### Notebook page: a Cd atom hops into a vacancy in CdS

In zincblende CdS one Cd site is empty, and a neighbouring Cd atom moves into it. The path is a chain of five structures, the images. The two ends were relaxed first and stay fixed; the three images between them are then relaxed together, all with a density functional. The image energy is counted from image 0, the start. The image path length measures progress along the chain; it may include the motion of neighbouring atoms, so it isn't read here as the track of the Cd atom alone. The start has the space group F-43m; the images on the way have a lower symmetry.

Hop of a Cd atom into a vacancy in zincblende CdS (Cd7S8 cell, charge −2 e): climbing-image nudged elastic band between relaxed ends in a fixed cell. Ansatz 0.2.0, plane-wave PAW, scalar-relativistic, PBEsol without spin polarisation, cutoff 420 eV, Gamma-centred 4×4×4 k mesh, Gaussian smearing of 0.05 eV. Energies are electronic free energies, with the smearing term included.

```csv
image number,image path length (Å),image energy (eV over image 0)
0,0.000,0.000
1,1.342,0.488
2,2.685,1.116
3,4.027,0.488
4,5.369,0.000
```

#### 1. Where is the hop hardest?

At the middle image, 1.116 eV above the start. This is the barrier: the energy that thermal motion must supply before the atom can fall into the empty site. The two ends lie at the same energy, so the hop gains nothing. It only moves the vacancy one site in the opposite direction.

#### 2. Why do the two halves match, and when would they not?

A mirror plane of the crystal lies halfway between the old site and the new one and swaps them. It makes the two ends equal in energy, and on this path the way down mirrors the way up. The equal energies of images 1 and 3 follow from this symmetry and reveal nothing new about CdS.

The match would end if, say, a foreign atom sat beside one of the two sites and made it more stable. Both directions still cross the same top, but they start from different depths. The forward barrier minus the backward barrier then equals the energy of the final site minus that of the first. Leaving the more stable site is the harder step.

#### 3. If both ends have the same bonds, why is there a barrier at all?

Each Cd atom in zincblende sits inside a tetrahedron of four S atoms, and the tetrahedra of neighbouring Cd sites share one corner. The hopping atom therefore keeps one S neighbour and exchanges the other three. On the way, the old contacts weaken before the new ones reach full strength. This argument comes from the structure, and it holds for any cation that hops between neighbouring sites of a zincblende crystal, though the height differs from case to case.

The charge of the cell belongs to this picture. A removed Cd atom takes its two valence electrons along and leaves the S atoms around the hole two electrons short. The charge of −2 restores them, so the hopping atom should find S neighbours with filled shells. The run is consistent with this: at the middle image the filled bands stay apart from the empty ones, though by only 0.09 eV on the k mesh. Functionals such as PBEsol usually make this gap too small.

#### 4. Why doesn't the atom simply go straight across?

The shared S atom is in the way. In the ideal crystal the straight jump is 4.118 Å long and a Cd–S bond 2.522 Å. Half the jump and the distance $d$ from its midpoint to the shared S atom form a right-angled triangle with the bond as its longest side:

$$d=\sqrt{2.522^2-(4.118/2)^2}\ \text{Å}\approx 1.46\ \text{Å}.$$

That is little more than half a bond length, far too close for two atoms with filled inner shells.

The calculation shows what is at stake. Before the chain was relaxed, its middle image lay 44.8 eV above the ends; afterwards it lay at 1.116 eV, about forty times lower. The geometry points to crowding at the shared S atom as the main reason for the first value. The strain can ease in two ways, by the Cd atom bowing outwards and by the S atom moving aside; the energies alone don't show the share of each. A barrier for such a hop is therefore best read as a property of the moving atom and its surroundings together.

#### 5. What does the shape of the curve add?

Image 1 stands halfway between the start and the top but has climbed only 44 % of the barrier. The second stretch of the ascent is therefore steeper on average than the first, 0.47 against 0.36 eV/Å. Perhaps the squeeze past the shared S atom sets in late, but these five energies can't test that guess without the positions of the atoms.

They also leave the summit itself a little uncertain. By symmetry the force along the path vanishes at the midpoint, whether that point is a peak or a shallow dip between two slightly higher humps. Images 1 and 3 are too far from the middle to tell these apart. Further images close to the top would settle it.

#### 6. What could change in a larger cell?

The cell repeats after exactly two jump lengths along the direction of the hop. The moving Cd atom thus has the vacancy in front of it and a periodic copy of that vacancy behind it. All copies of the atom also hop in step, whereas in a real crystal with few vacancies one atom would hop alone among Cd neighbours that stay near their sites.

A larger cell would separate the copies and give the surroundings more freedom to yield. It would also weaken the electrostatic interaction between the charged copies. Much of that interaction cancels between images of equal charge, but the part that depends on how the charge is spread within the cell need not. Whether the barrier would rise or fall is untested.

#### 7. Which digits can be trusted?

In the last relaxation step the energies of images 1 and 2 still moved by one to two thousandths of an eV. The third decimal is therefore soft even for this cell and this path. Other doubts may weigh more: the small cell, the density functional PBEsol, its use with PAW datasets that were made for another functional, PBE, and a symmetric path that a less symmetric one might undercut.

What such an error does to a hopping rate can be estimated from the Boltzmann factor $\exp(-E/k_\mathrm{B}T)$. Here $E$ is the barrier, $T$ the temperature and $k_\mathrm{B}$ the Boltzmann constant. If the barrier is too high by $\delta$ and the attempt frequency stays the same, the true rate is larger by the factor $\exp(\delta/k_\mathrm{B}T)$. Take $\delta=0.1$ eV as an example, not as the error of this calculation. At 300 K, $k_\mathrm{B}T$ is 0.02585 eV, and the factor is

$$\exp(0.1/0.02585)\approx 48.$$

At 1000 K the same error changes the rate only about threefold. The estimate translates a barrier error into a rate error; it can't tell how large the barrier error is.

This gives a rule for using a computed barrier: the error that can be tolerated is $k_\mathrm{B}T$ times the natural logarithm of the rate factor that can be tolerated. For a rate good to a factor of three, that is about 0.1 eV at 1000 K but only 0.03 eV at room temperature. A barrier that serves for an annealing step at high temperature may be too rough to predict how the same material ages on the shelf.
